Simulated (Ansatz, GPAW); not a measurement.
Given: the input of a run of GPAW 26.7.0 (ASE script) on CdS (Hawleyite). 

run.py

```python
from ase.dft.bandgap import bandgap
from ase.io import read, write
from ase.units import GPa
from gpaw import GPAW, PW

atoms = read('CdS.xyz')

calc = GPAW(mode=PW(600),
            xc='PBE',
            kpts={'size': (8, 8, 8), 'gamma': True},
            occupations={'name': 'methfessel-paxton', 'order': 0, 'width': 0.011},
            nbands=18,
            convergence={'density': 1e-05, 'energy': 1e-05},
            maxiter=150,
            txt='gpaw.txt')
atoms.calc = calc
energy = atoms.get_potential_energy()
forces = atoms.get_forces()
stress = atoms.get_stress()
calc.write('gs.gpw')
write('result.traj', atoms)
print(f'Energy: {energy:.6f} eV')
print('Forces (eV/A):')
print(forces.round(4))
print('Stress (GPa):', (stress / GPa).round(3))
print('Fermi level:', round(calc.get_fermi_level(), 4), 'eV')
print(f'Gap: {bandgap(calc)[0]:.4f} eV, direct: {bandgap(calc, direct=True)[0]:.4f} eV')
```

CdS.xyz

```xyz
2
Lattice="0.0000000000 2.9165000000 2.9165000000 2.9165000000 0.0000000000 2.9165000000 2.9165000000 2.9165000000 0.0000000000" Properties=species:S:1:pos:R:3 pbc="T T T"
Cd     0.0000000000      0.0000000000      0.0000000000
S      4.3747500000      4.3747500000      4.3747500000
```

Potentials or basis: GPAW PAW data sets (gpaw-data 1.2.1), pw.

Launch:

```console
$ OMP_NUM_THREADS=1 python run.py
```

Set up the same calculation for Ansatz 0.2.0. Potentials or basis there: all-electron LAPW, scalar-relativistic.

As run (cutoffs and basis follow the program's own potentials, and thresholds, step limits or extra output files can differ):

The input input.yaml:

```yaml
crystal:
  lattice:
    - [0.0, 2.9165, 2.9165]
    - [2.9165, 0.0, 2.9165]
    - [2.9165, 2.9165, 0.0]
  atoms:
    - { symbol: Cd, position: [0.0, 0.0, 0.0] }
    - { symbol: S, position: [0.75, 0.75, 0.75] }
kpoints:
  mp_grid: { grid: [8, 8, 8] }
scf:
  occupations: { method: gaussian, width: 0.011 }
hamiltonian:
  xc: pbe
  pseudopotentials: { kind: all_electron, lapw: { basis_error: 0.001 } }
output:
  forces: true
  stress: true
  eigenvalues: true
```

Potentials or basis: all-electron LAPW, scalar-relativistic.

Run with:

```sh
$ ansatz run input.yaml --threads 1 --pin off --max-ram 3072MiB --backend cpu --events-out ev --progress --plain --runs-dir out
```

Both were run:

|  | GPAW | Ansatz |
| --- | --- | --- |
| Pressure | 2.6 GPa | 2.9 GPa |

Where Ansatz's input types no cutoff or centring, it takes its own default and a Γ-centred mesh.

Pressure is positive in compression.
